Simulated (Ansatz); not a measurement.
ZrO2: ε∞ with and without local fields

Plane-wave DFT in Ansatz with scalar-relativistic PAW potentials. The crystal relaxes under PBE to Fm-3m with a = 5.116 Å, 11.16 Å³/atom. No spin polarisation.

A sum over independent transitions (PBE, gap on the mesh 3.32 eV) gives a mean ε∞ of 5.94.

Task: What does self-consistent linear response to a field give, and why do the two differ?

Result: 5.81, which is 2.1 % lower. The response calculation lets the induced density act back: the Hartree local fields oppose the polarisation and lower ε∞, more so where the density is uneven, while the exchange-correlation kernel raises it again by part of that. The net effect here is a decrease, as usual.

This fluorite-type form isn't the usual stable structure of the compound.